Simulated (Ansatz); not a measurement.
Write the native input for Ansatz 0.2.0 that does the following.

| Quantity | Value |
| --- | --- |
| Task | single point |
| Functional | PBEsol |
| Potentials or basis | Ansatz PAW |
| Cutoff | 420 eV (not typed: the program's choice for these potentials) |
| k mesh | 11 × 11 × 11 |
| Occupations | fermi-dirac, width 0.05 eV |
| Spin | collinear spin, ferromagnetic start |
| Starting moments | [1.0, 0.0] μB |

The system is NiO.

```
Ni O
1.0
     0.00000    2.08590    2.08590
     2.08590    0.00000    2.08590
     2.08590    2.08590    0.00000
Ni O
1 1
Direct
  0.00000 0.00000 0.00000
  0.50000 0.50000 0.50000
```

The input as run:

input.yaml

```yaml
crystal:
  lattice:
    - [0.0, 2.0859016414, 2.0859016414]
    - [2.0859016414, 0.0, 2.0859016414]
    - [2.0859016414, 2.0859016414, 0.0]
  atoms:
    - { symbol: Ni, position: [0.0, 0.0, 0.0], spin: 1.0 }
    - { symbol: O, position: [0.5, 0.5, 0.5] }
hamiltonian:
  xc: pbesol
  pseudopotentials: { kind: paw }
magnetization:
  spin_polarized: true
kpoints:
  mp_grid: { grid: [11, 11, 11] }
scf:
  occupations: { method: fermi_dirac, width: 0.05 }
output:
  forces: true
  stress: true
  eigenvalues: true
```

Potentials or basis: Ansatz PAW.

Command:

```console
$ ansatz run input.yaml --threads 2 --pin off --max-ram 5632MiB --backend cpu --events-out ev --progress --plain --runs-dir out
```

It gave:

The pressure is -7.4 GPa and the band gap on the k mesh is none (metal or under the smearing width). The net moment is 1.40 μB per cell, the absolute moment is 1.41 μB per cell and the site moments are Ni +1.15; O +0.21 μB.

Caveat: the pressure holds a Pulay correction of +0.7 GPa for the finite cutoff; a cell with one magnetic atom can't hold antiferromagnetic order, which such compounds often take; semilocal functionals often make such compounds metallic where correlation or magnetic order opens a gap, which also shifts bond lengths; the PAW data sets come from PBE, with cores solved anew for the run's functional, which leaves a small shift of forces and pressure.

Wall time 4 s on 2 threads of Arm Neoverse V1, on a shared host, peak memory 0.29 GiB.
